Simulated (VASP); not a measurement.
# H4CO3 in VASP: notebook, part 2 of 2

VASP 6.6.1.

### 3 Single point, PBEsol

File INCAR:

```
SYSTEM = H4CO3
PREC     = Accurate       ! precision mode
ENCUT    = 520            ! plane-wave cutoff, eV
EDIFF    = 1E-7           ! SCF threshold, eV
ISMEAR   = -1             ! smearing method
SIGMA    = 0.05           ! smearing width, eV
LREAL    = Auto         
LASPH    = .TRUE.         ! aspherical terms in the spheres
NELM     = 100            ! most SCF steps
ALGO     = Normal         ! electronic algorithm
ISIF     = 2              ! what is computed and relaxed
LWAVE    = .FALSE.        ! write WAVECAR
LCHARG   = .FALSE.        ! write CHGCAR
GGA      = PS             ! functional
NBANDS   = 91             ! bands
```

File KPOINTS:

```
regular mesh
0
G
  1 1 1
  0 0 0
```

File POSCAR:

```
H4CO3
1.0
    8.4553600000      0.0000000000      0.0000000000
    0.0000000000      8.4553600000      0.0000000000
    0.0000000000      0.0000000000      8.4553600000
O C H
15 5 20
Direct
   -0.0150200583      0.7073501306      0.1374276199
    0.1508865382      0.6838147637     -0.0746272187
    0.9185770919      0.9204102486      0.3694461265
    0.7806645725      0.7592343791      0.5250988722
    0.1502242365      0.1572966734      0.8856867123
   -0.0249309314      0.2954812096      1.0308017636
    0.2434550392      0.1525896000      0.5506447981
    0.4853962457      0.0564257465      0.6343786663
    0.6067393937      0.6166502668      0.9690539492
    0.7821665784      0.8110003595      0.9487946108
    0.7760048064      0.4708847406      0.1983357302
    0.5655938955      0.5519694017      0.4524585588
    0.2959188018      0.4225721909      0.8235959202
    0.2232666616      0.6511609204      0.4063103168
    1.0125293305      0.4188112629      0.5397759528
    0.1263340650      0.6742232146      0.0702749499
    0.8194328804      0.8909851266      0.4892754418
    0.0236418083      0.1717372176      0.9772381070
    0.3503931234      0.0369588048      0.5912107823
    0.6503093895      0.7604761950      0.9185179578
   -0.0888667070      0.7573184347      0.0567095901
    0.2031965522      0.6058760360      0.1578170533
    0.9751092798      0.8130227453      0.3274017901
    0.7606654241      0.9964566855      0.5445303334
    0.1969874730      0.2556011808      0.8465399463
   -0.0386973470      0.0535636567      0.9941622829
    0.3091411838      0.2437270560      0.5786625289
    0.2858896605     -0.0750056769      0.5895313742
    0.6973919502      0.5621522916      1.0422856035
    0.5531402566      0.8237260152      0.8763435265
    0.8535059418      0.5505147031      0.2267555728
    0.8350087992      0.3750638648      0.1706491504
    0.6305704311      0.6394996783      0.4921375317
    0.6209315748      0.5246376263      0.3582106498
    0.3959500246      0.4297274155      0.8715773190
    0.2441173410      0.5290845097      0.8458658177
    0.3376083336      0.6406823601      0.4324712372
    0.1752970897      0.5714245165      0.4714997351
    0.8989564016      0.4235538168      0.5271094312
    1.0493107331      0.3077574462      0.5393383605
```

Potentials or basis: VASP PAW PBE potentials, release 64 (O, C, H).

The run is started by

```bash
> cat potpaw_PBE.64/O/POTCAR potpaw_PBE.64/C/POTCAR potpaw_PBE.64/H/POTCAR > POTCAR
> mpirun -np 1 vasp_gam > vasp.out
```

OUTCAR:

```text
SYSTEM = H4CO3
   PREC = Accurate
   ENCUT = 520
   EDIFF = 1E-7
   ISMEAR = -1
   LREAL = Auto
   LASPH = .TRUE.
   NELM = 100
   ISIF = 2
   GGA = PS

 ion  position               nearest neighbor table
   1  0.985  0.707  0.137-  21 1.02  16 1.35
   2  0.151  0.684  0.925-  16 1.25
   3  0.919  0.920  0.369-  23 1.09  17 1.34
   4  0.781  0.759  0.525-  17 1.20
   5  0.150  0.157  0.886-  25 0.98  18 1.33
   6  0.975  0.295  0.031-  18 1.21
   7  0.243  0.153  0.551-  27 0.98  19 1.38
   8  0.485  0.056  0.634-  19 1.21
   9  0.607  0.617  0.969-  29 1.09  20 1.34
  10  0.782  0.811  0.949-  20 1.22
  11  0.776  0.471  0.198-  31 0.97  32 0.98
  12  0.566  0.552  0.452-  34 0.95  33 0.98
  13  0.296  0.423  0.824-  35 0.94  36 1.02
  14  0.223  0.651  0.406-  38 0.96  37 1.00
  15  0.013  0.419  0.540-  39 0.97  40 0.99
  16  0.126  0.674  0.070-  22 1.14   2 1.25   1 1.35
  17  0.819  0.891  0.489-  24 1.12   4 1.20   3 1.34
[... 21 lines left out ...]
  39  0.899  0.424  0.527-  15 0.97
  40  0.049  0.308  0.539-  15 0.99

  LATTYP: Found a simple cubic cell.
[... 239 lines left out ...]
 fundamental gap:      4.3099065690
 Fermi energy:        -2.6190516693

 k-point     1 :       0.0000    0.0000    0.0000
  band No.  band energies     occupation
      1     -25.4748      2.00000
      2     -25.3372      2.00000
      3     -25.1807      2.00000
      4     -25.0939      2.00000
      5     -24.9840      2.00000
      6     -23.2755      2.00000
[... 69 lines left out ...]
     76       3.6405      0.00000
     77       3.8610      0.00000
 [bands above 77 left out]

------------------------ aborting loop because EDIFF is reached ----------------------------------------

  FORCE on cell =-STRESS in cart. coord.  units (eV):
  Direction    XX          YY          ZZ          XY          YZ          ZX
  --------------------------------------------------------------------------------------
  -------------------------------------------------------------------------------------
  Total       -0.4283977      3.4050143     -3.1437927      5.3040237     -0.4682598      0.8695770
  in kB       -1.1354326      9.0247092     -8.3323629     14.0578766     -1.2410840      2.3047420
  external PRESSURE =      -0.1476955 kB  Pullay stress =       0.0000000 kB

 VOLUME and BASIS-vectors are now :
 -----------------------------------------------------------------------------
  energy-cutoff  :      520.00
  volume of cell :      604.50
      direct lattice vectors                 reciprocal lattice vectors
     8.455360000  0.000000000  0.000000000     0.118268175  0.000000000  0.000000000
     0.000000000  8.455360000  0.000000000     0.000000000  0.118268175  0.000000000
     0.000000000  0.000000000  8.455360000     0.000000000  0.000000000  0.118268175

 POSITION                                       TOTAL-FORCE (eV/Angst)
 -----------------------------------------------------------------------------------
      8.32836      5.98090      1.16200         1.445623      0.442471      0.321735
      1.27580      5.78190      7.82436        -0.235150      0.545618      1.642798
      7.76690      7.78240      3.12380         1.139732     -1.222495     -0.018808
      6.60080      6.41960      4.43990        -0.272436     -1.810129      1.019335
      1.27020      1.33000      7.48880        -1.018849     -2.066655      0.332099
      8.24456      2.49840      0.26044        -0.451256      0.805037      0.603028
[... 32 lines left out ...]
      7.60100      3.58130      4.45690        -0.313730     -0.196790     -0.004579
      0.41694      2.60220      4.56030        -0.540795      0.467340     -0.074574
 -----------------------------------------------------------------------------------
    total drift:                                0.008217      0.001987     -0.007152

  FREE ENERGIE OF THE ION-ELECTRON SYSTEM (eV)
  ---------------------------------------------------
  free  energy   TOTEN  =      -227.5381939824 eV

  energy  without entropy=     -227.5381939822  energy(sigma->0) =     -227.53819398
```

stdout:

```text
POSCAR found type information on POSCAR O C H
 POSCAR found :  3 types and      40 ions
 scaLAPACK will be used
 -----------------------------------------------------------------------------
|                                                                             |
|                                                                             |
|     You enforced a specific xc type in the INCAR file but a different       |
|     I HOPE YOU KNOW WHAT YOU ARE DOING!                                     |
|                                                                             |
 -----------------------------------------------------------------------------

 LDA part: xc-table for (Slater+PW92), standard interpolation
 POSCAR, INCAR and KPOINTS ok, starting setup
 FFT: planning ... GRIDC
 FFT: planning ... GRID_SOFT
 FFT: planning ... GRID
 WAVECAR not read
 entering main loop
```

It took 64 s on 1 thread of Intel Xeon Platinum 8488C (Sapphire Rapids), shared host; peak memory 0.52 GiB.

What came out:

| Property | Result |
| --- | --- |
| Free energy | -227.5382 eV |
| Pressure | 0.0 GPa |
| Largest force | 4.175 eV/Å |
| Band gap on the k mesh | 4.31 eV, direct |

Forces in eV/Å, atoms in the order of the input:
```
O    1.446  0.442  0.322
O   -0.235  0.546  1.643
O    1.140 -1.222 -0.019
O   -0.272 -1.810  1.019
O   -1.019 -2.067  0.332
O   -0.451  0.805  0.603
O    1.502 -0.361  0.370
O    0.078  0.408 -0.168
O    0.827 -0.197  0.256
O    0.552  1.380 -0.608
O   -1.272  0.368 -0.065
O   -1.186  0.323  1.024
O   -1.922  0.394 -0.971
O    1.140  0.744 -0.241
O    0.899 -0.283  0.053
C   -0.076 -2.042 -0.999
C    0.187  1.309 -1.351
C    0.321 -1.122 -0.729
C   -1.414 -0.414  0.173
C    1.120 -3.031  2.644
H   -0.576 -0.045 -0.533
H   -0.292  1.000 -0.428
H   -1.348  2.055  0.770
H    0.556 -0.018 -0.333
H    0.592  1.839  0.238
H    0.502  0.635  0.010
H   -0.111  1.226 -0.156
H    0.032 -0.713 -0.249
H   -1.193  0.391 -0.666
H   -1.465  1.316 -1.409
H    0.671  0.218  0.064
H    0.459 -0.295 -0.523
H    0.098  0.146  0.356
H    0.592 -0.724 -1.375
H    1.852  0.130  0.771
H    0.206 -0.705 -0.045
H   -0.155 -0.075 -0.298
H   -0.927 -0.822  0.598
H   -0.314 -0.197 -0.005
H   -0.541  0.467 -0.075
```

Stress tensor (GPa, compression positive):
```
-0.11  1.41  0.23
 1.41  0.90 -0.12
 0.23 -0.12 -0.83
```

Caveat: the standard files for N, O and F lose accuracy on very short bonds; the PAW data sets were made with another functional, which shifts forces and pressure a little. As with any semilocal functional, this PBEsol gap is likely too small.
